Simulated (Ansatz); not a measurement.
Ti, DFT, PBE, all-electron LAPW, scalar-relativistic (Ansatz 0.2.0), run on 1 thread of Arm Neoverse V1 on a shared host.

Structure: COD 9012924, as refined from experiment and not relaxed.

Command: `ansatz run input.yaml --threads 1 --pin off --max-ram 2048MiB --backend cpu --events-out ev --progress --plain --runs-dir out`

```yaml
crystal:
  lattice:
    - [-1.641, 1.641, 1.641]
    - [1.641, -1.641, 1.641]
    - [1.641, 1.641, -1.641]
  atoms:
    - { symbol: Ti, position: [0.0, 0.0, 0.0] }
kpoints:
  mp_grid: { grid: [14, 14, 14] }
scf:
  occupations: { method: fermi_dirac, width: 0.28 }
hamiltonian:
  xc: pbe
  pseudopotentials: { kind: all_electron, lapw: { basis_error: 0.00025 } }
output:
  forces: true
  stress: true
  eigenvalues: true
```

(1) How large is the problem that the program sets up?

(2) About how long does it take, and how much memory does it use?

Answers

(1) 104 irreducible k-points, 177 plane waves at Γ, 11 bands.

(2) 7.7 s of wall time for 6 SCF iterations, with a peak of 0.28 GiB. Times on shared machines scatter by tens of per cent.
